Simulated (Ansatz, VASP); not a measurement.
## One calculation of SnTe, two programs

```xyz
4
Lattice="3.2689 -3.2586 0.0000 3.2689 3.2586 0.0000 0.0000 0.0000 7.9627" Properties=species:S:1:pos:R:3 pbc="T T T"
Sn    3.2689    0.0000    0.8523
Sn    3.2689    0.0000    4.8337
Te    1.6345    1.6293    2.8472
Te    1.6345   -1.6293    6.8286
```

Alike in both runs: functional PBE; k mesh 4 × 4 × 4; occupations gaussian, width 0.1 eV; no spin polarisation.

Ansatz relaxed the structure, and its values are those at the end. VASP's run is a single point on that final structure, the one shown.

|  | VASP | Ansatz |
| --- | --- | --- |
| version | VASP 6.6.1 | Ansatz 0.2.0 |
| potentials or method | VASP PAW PBE potentials, release 64 (Sn_d, Te) | scalar-relativistic, plane waves, PAW |
| plane-wave cutoff (eV) | 520 | 420 |
| valence electrons in the cell | 40 | 60 |

|  | VASP | Ansatz | Ansatz less VASP |
| --- | --- | --- | --- |
| gap on the k mesh at the Fermi level (eV) | none | none | - |
| pressure (GPa) | 0.1 | 0.1 | +0.02 |
| rms of the force components (eV/Å) | 0.005 | 0.005 | -0.0001 |

A gap of «none» marks a metal or a gap that the smearing closes. The functional is the same, so the differences come from potentials, cutoffs and numerics. The two sets of potentials don't hold the same shells in valence.

Spin-orbit coupling is left out, which matters for the levels of Te.
